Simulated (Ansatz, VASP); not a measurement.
# TePb in VASP and in Ansatz

```
Pb Te
1.0
     0.00000    3.20931    3.20931
     3.20931    0.00000    3.20931
     3.20931    3.20931    0.00000
Pb Te
1 1
Direct
  0.00000 0.00000 0.00000
  0.50000 0.50000 0.50000
```

Change from the starting cell: volume scaled by 0.98.

Alike in both runs: task single point; functional PBE; k mesh 7 × 7 × 7; occupations fermi-dirac, width 0.05 eV; no spin polarisation.

|  | VASP | Ansatz |
| --- | --- | --- |
| version | VASP 6.6.1 | Ansatz 0.2.0 |
| potentials or method | VASP PAW PBE potentials, release 64 (Pb_d, Te), cutoff 520 eV | all-electron LAPW, scalar-relativistic |

|  | VASP | Ansatz | Ansatz less VASP |
| --- | --- | --- | --- |
| gap on the k mesh at the Fermi level (eV) | 0.98 | 0.98 | -0.004 |
| least direct gap on the mesh (eV) | 0.98 | 0.98 | -0.004 |
| pressure (GPa) | 3.1 | 3.1 | +0.07 |

Ansatz ran all-electron here, so the differences hold the error of VASP's frozen core and of both bases.

The runs have no spin-orbit coupling, so splittings on Pb, Te are missing.
